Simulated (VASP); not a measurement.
GaN, 4 atoms in the cell. The structure is hexagonal, space group P6_3mc (No. 186). Conventional cell: a = 3.180 Å, b = 3.180 Å, c = 5.166 Å, α = 90.00°, β = 90.00°, γ = 120.00°. Ga (site symmetry 3m) has 4 N at 1.94 to 1.95 Å as nearest neighbours. N (site symmetry 3m) is surrounded by 4 Ga at 1.94 to 1.95 Å. 

- Program: VASP 6.6.1
- Task: single point
- Functional: PBE
- Potentials or basis: VASP PAW PBE potentials, release 64 (Ga_d, N)
- Cutoff: 520 eV
- k mesh: 6 × 6 × 4
- Occupations: gaussian, width 0.02 eV
- Spin: no spin polarisation
- Further INCAR settings: ALGO = Normal; EDIFF = 1e-07

Potentials or basis: VASP PAW PBE potentials, release 64 (Ga_d, N).

The run is started by

```bash
$ cat potpaw_PBE.64/Ga_d/POTCAR potpaw_PBE.64/N/POTCAR > POTCAR
$ mpirun -np 1 vasp_std > vasp.out
```

Hardware: 1 thread of Intel(R) Xeon(R) Platinum 8488C (Sapphire Rapids), with other jobs on the host.

Question: How long does it take, and how much memory?

Answer: It took 20 s on 1 thread of Intel(R) Xeon(R) Platinum 8488C (Sapphire Rapids) (shared host), peak memory 0.16 GiB. Counts: scf iterations 16, k points 21.
